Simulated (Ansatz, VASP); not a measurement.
Cr in VASP and in Ansatz

```
Cr
1.0
     2.39282    0.00000    0.00000
     0.00000    2.39282    0.00000
     0.00000    0.00000    2.39282
Cr
1
Direct
  0.00000 0.00000 0.00000
```

Alike in both runs: task single point; functional PBE; k mesh 8 × 8 × 8; occupations gaussian, width 0.1 eV; collinear spin.

|  | VASP | Ansatz |
| --- | --- | --- |
| version | VASP 6.6.1 | Ansatz 0.2.0 |
| potentials or method | VASP PAW PBE potentials, release 64 (Cr_pv) | scalar-relativistic, plane waves, PAW |
| plane-wave cutoff (eV) | 520 | 420 |
| valence electrons in the cell | 12 | 14 |

|  | VASP | Ansatz | Ansatz less VASP |
| --- | --- | --- | --- |
| gap on the k mesh at the Fermi level (eV) | none | none | - |
| pressure (GPa) | -9.9 | -9.7 | +0.25 |
| net moment per atom (μB) | 0.10 | 0.00 | -0.097 |
| size of the moment on the site where the two differ most (μB) | 0.09 | 0.00 | -0.091 |

Site moments also hang on the region over which each program counts them. A gap of «none» marks a metal or a gap that the smearing closes. The two sets of potentials don't hold the same shells in valence. Ansatz warned: «seeded_moment_not_kept».
